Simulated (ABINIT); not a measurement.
# LiCl: single point with PBE

The system is LiCl.

```
Cl Li
1.0
     0.00000    2.56477    2.56477
     2.56477    0.00000    2.56477
     2.56477    2.56477    0.00000
Cl Li
1 1
Cartesian
  2.5648 2.5648 2.5648
  0.0000 0.0000 0.0000
```

```json
{
  "Program": "ABINIT 10.8.3 (patched build)",
  "Task": "single point",
  "Functional": "PBE",
  "Potentials or basis": "PseudoDojo NC SR PBE v0.5 standard",
  "Cutoff": "1007 eV",
  "k mesh": "7 × 7 × 7",
  "Occupations": "fermi-dirac, width 0.05 eV",
  "Spin": "no spin polarisation"
}
```

The pressure is 0.4 GPa and the band gap on the k mesh is 6.33 eV, direct. The valence electrons inside the program's atomic spheres are Cl 5.11; Li 2.18.

Levels at points of the mesh, in eV from the valence-band top:
```csv
k point,band 1,band 2,band 3,band 4,band 5,band 6,band 7,band 8,band 9
"(0.00, 0.00, 0.00)",-43.47,-13.40,0.00,0.00,0.00,6.33,11.80,11.80,11.80
```

It took 10 s on 1 thread of Arm Neoverse V2, on a shared host, peak memory 0.07 GiB.

Caveat: an odd mesh through Γ misses points on the zone boundary, where band edges often lie.
